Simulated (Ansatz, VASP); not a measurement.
This is a calculation of WC (Qusongite) for Ansatz 0.2.0.

Contents of input.yaml:

```yaml
crystal:
  lattice:
    - [2.9065, 0.0, 0.0]
    - [-1.45325, 2.5171028361, 0.0]
    - [0.0, 0.0, 2.8366]
  atoms:
    - { symbol: W, position: [0.0, 0.0, 0.0] }
    - { symbol: C, position: [0.6666666667, 0.3333333333, 0.5] }
hamiltonian:
  xc: pbesol
  pseudopotentials: { kind: paw }
  dispersion: d3bj
kpoints:
  mp_grid: { grid: [10, 10, 9] }
scf:
  occupations: { method: fermi_dirac, width: 0.05 }
output:
  forces: true
  stress: true
relax:
  f_tol: 0.01
  max_steps: 40
  cell: { stress_tol: 0.05 }
```

Potentials or basis: Ansatz PAW.

Run with:

```bash
$ ansatz run input.yaml --threads 2 --pin off --max-ram 5632MiB --backend cpu --events-out ev --progress --plain --runs-dir out
```

Q: Set up the same calculation for VASP 6.6.1. Potentials there: VASP PAW PBE potentials, release 64 (W_sv, C).

A: As run (the cutoff follows the program's own potentials):

The input INCAR:

```
PREC = Accurate
ENCUT = 600
EDIFF = 1E-6
ISMEAR = -1
SIGMA = 0.05
LREAL = False
LASPH = True
NELM = 80
ALGO = Normal
ISIF = 3
LWAVE = False
LCHARG = False
GGA = PS
IVDW = 12
IBRION = 2
NSW = 60
EDIFFG = -0.01
```

Contents of KPOINTS:

```
Automatic mesh
0
Gamma
  10 10 9
```

POSCAR

```
WC
1.0
    2.9065000000      0.0000000000      0.0000000000
   -1.4532500000      2.5171028361      0.0000000000
    0.0000000000      0.0000000000      2.8366000000
W C
1 1
Direct
    0.0000000000      0.0000000000      0.0000000000
    0.6666666667      0.3333333333      0.5000000000
```

Potentials or basis: VASP PAW PBE potentials, release 64 (W_sv, C).

The run is started by

```sh
$ cat potpaw_PBE.64/W_sv/POTCAR potpaw_PBE.64/C/POTCAR > POTCAR
$ mpirun -np 1 vasp_std > vasp.out
```

Both were run:

|  | VASP | Ansatz | Ansatz less VASP |
| --- | --- | --- | --- |
| relaxed volume (Å³/atom) | 10.14 | 10.11 | -0.031 |
| relaxed cell length with the largest relative difference (Å) | 2.816 | 2.813 | -0.0031 |
| energy change over the relaxation (meV/atom) | -7 | -9 | -1.9 |

Caveats: the PAW data sets were made with another functional, which shifts forces and pressure a little (VASP); pairwise dispersion overbinds metals, which lowers pressure and volume (VASP); the plane-wave basis is chosen anew once the cell has moved, so the energies of steps on either side of that aren't comparable (Ansatz); the pressure holds a Pulay correction of +0.3 GPa for the finite cutoff (Ansatz); the PAW data sets come from PBE, with cores solved anew for the run's functional, which leaves a small shift of forces and pressure (Ansatz). The runs have no spin-orbit coupling, so splittings on W are missing.
